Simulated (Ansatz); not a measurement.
BeTe (zincblende) was put through Ansatz (plane waves). The cell was relaxed with r2SCAN and then strained (epitaxial +3.0 % in the plane normal to [111], free normal strain -1.09 %), with the atoms relaxed again with r2SCAN; k points keep the names of the unstrained zone.

Structure:
```
CELL_PARAMETERS angstrom
-0.07715 2.83633 2.83633
2.83633 -0.07715 2.83633
2.83633 2.83633 -0.07715
ATOMIC_POSITIONS crystal
Be 0.99867 0.99867 0.99867
Te 0.25133 0.25133 0.25133
```

The output, standing remarks left out:
```
Crystal: 2 atoms, lattice volume = 47.497 Å³
Basis set: ecut = 500 eV, 1217 PW (Γ)
Bands: 13, of which v1, the nominal top of the filled ones, is band 9 counted from 1 (8 counted from 0)
Symmetry: 6 space group operations
k-points: 68 of 216 (irreducible under 2 space group operations, time reversal used)
preconditioner: auto → none  [insulator: Δε(μ)=2.235 eV  ℏωp=15.2 eV]
SCF converged after 8 iterations
Free energy (F): -7089.050713 eV
Fermi energy:    6.602750 eV
--- Dielectric response (ions clamped): 3 representative field directions + reference, inside a basis on a mesh of 1000 k-points ---
  ε∞ (high-frequency dielectric tensor):
        6.816888    -0.074398    -0.074398
       -0.074398     6.816888    -0.074398
       -0.074398    -0.074398     6.816888
  Born effective charges Z* (e; rows j = field, columns β = displacement):
    site 0:
         1.54223   -0.05190   -0.05190
        -0.05190    1.54223   -0.05190
        -0.05190   -0.05190    1.54223
    site 1:
        -1.54223    0.05190    0.05190
         0.05190   -1.54223    0.05190
         0.05190    0.05190   -1.54223
  ε∞ is read to err by 2.4e-2, Z* by 1.8e-2 e
```

Question: Which of these blocks stood in the input: relax, gw, phonons, dielectric, magnetization (spin_orbit)?

Answer: dielectric. A response with clamped ions alone is the dielectric block.

Question: Which k mesh was typed?

Answer: 6×6×6, Γ-centred.

Question: How were the bands filled?

Answer: Fixed occupations.

Question: Which functional?

Answer: r2SCAN. The cutoff of 500 eV is the one that these potentials recommend for a meta-GGA. There is no exchange loop, so no exact exchange. The lines shown narrow the functional down without fixing it; this is the one that was run.

Run as `ansatz run input.yaml --threads 2 --pin off --max-ram 18432MiB --backend cpu --events-out ev --progress --plain --runs-dir out`. It took 39 s on 2 threads of AMD EPYC 7R13 Processor (Zen 3), with other jobs on the host; peak host memory 0.95 GiB.

Spin-unpolarised throughout; all numbers are computed.
